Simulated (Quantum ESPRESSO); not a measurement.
Runs of Quantum ESPRESSO 7.5 on HfC. It takes space group Fm-3m (No. 225, cubic). Conventional cell: a = 4.650 Å, b = 4.650 Å, c = 4.650 Å, α = 90.00°, β = 90.00°, γ = 90.00°. Hf (site symmetry m-3m) is surrounded by 6 C at 2.33 Å. C (site symmetry m-3m) has 6 Hf at 2.33 Å as nearest neighbours. 

```tsv
level	k mesh	SCF threshold	form of the LDA correlation	symmetry	gap on the mesh (eV)	pressure (GPa)
RPBE	10 × 10 × 10	4e-10 Ry	-	-	none	6.8
LDA	10 × 10 × 10	4e-10 Ry	PZ81	-	none	(b)
PBEsol	10 × 10 × 10	4e-10 Ry	-	-	none	-6.2
AM05	10 × 10 × 10	4e-10 Ry	-	-	none	-6.9
revPBE	10 × 10 × 10	4e-10 Ry	-	-	none	(a)
WC	10 × 10 × 10	4e-10 Ry	-	-	none	-5.5
r2SCAN	8 × 8 × 8	1e-08 Ry	-	off	none	-10.2
```

Alike in all rows: task band structure; potentials or basis SG15 PBE 1.2; no spin polarisation; cell as given; cutoff (eV) 1197; smearing fermi-dirac 0.05 eV.

Question: Estimate the missing entries.

Answer: (a) 5.3; (b) -14.8.

Caveats: the potentials were made for another functional, which shifts forces and pressure; spin-orbit coupling is left out, which moves the levels of the heavy elements.

A k mesh can miss the band edges, and the runs leave out spin-orbit coupling on Hf.

A gap of «none» marks a metal or a gap under the smearing width.

Runs at the PBE level aren't shown here.
